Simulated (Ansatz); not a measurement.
ZnS (Wurtzite-6H):

```
Zn S
1.0
     3.81200    0.00000    0.00000
    -1.90600    3.30129    0.00000
     0.00000    0.00000   18.68999
Zn S
6 6
Cartesian
  0.0000 2.2009 15.5749
  1.9060 1.1004 6.2299
  1.9060 1.1004 12.4601
  0.0000 2.2009 3.1151
  0.0000 0.0000 9.3450
  0.0000 0.0000 0.0000
  0.0000 2.2009 17.9112
  1.9060 1.1004 8.5662
  1.9060 1.1004 14.7963
  0.0000 2.2009 5.4513
  0.0000 0.0000 11.6812
  0.0000 0.0000 2.3362
```

| Quantity | Value |
| --- | --- |
| Program | Ansatz 0.2.0 |
| Task | relaxation of cell and atoms |
| Functional | revPBE |
| Dispersion | D3(BJ) |
| Potentials or basis | Ansatz PAW |
| Cutoff | 420 eV (not typed: the program's choice for these potentials) |
| k mesh | 8 × 8 × 2 |
| Occupations | fermi-dirac, width 0.05 eV |
| Spin | no spin polarisation |

At the start: volume 19.60 Å³/atom.

**Question.** Where does the relaxation end?

**Answer.** It ends after 4 steps and the volume is 19.16 Å³/atom (-2.3 %); space group P6_3mc (No. 186, to 0.05 Å).

Step by step:
| step | energy change (eV) | largest force (eV/Å) | volume (Å³) |
| --- | --- | --- | --- |
| 1 | 0.0000 | 0.0382 | 235.20 |
| 2 | -0.0254 | 0.0135 | 232.06 |
| 3 | -0.0312 | 0.0025 | 229.86 |
| 4 | -0.0286 | 0.0025 | 229.86 |

Final structure:
```
Zn S
1.0
     3.78079    0.00000    0.00000
    -1.89040    3.27426    0.00000
     0.00000    0.00000   18.56807
Zn S
6 6
Direct
  0.33333 0.66667 0.83328
  0.66667 0.33333 0.33328
  0.66667 0.33333 0.66692
  0.33333 0.66667 0.16692
  0.00000 0.00000 0.50006
  0.00000 0.00000 0.00006
  0.33333 0.66667 0.95804
  0.66667 0.33333 0.45804
  0.66667 0.33333 0.79163
  0.33333 0.66667 0.29163
  0.00000 0.00000 0.62508
  0.00000 0.00000 0.12508
```

Caveat: the plane-wave basis is chosen anew once the cell has moved, so the energies of steps on either side of that aren't comparable; the PAW data sets come from PBE, with cores solved anew for the run's functional, which leaves a small shift of forces and pressure.
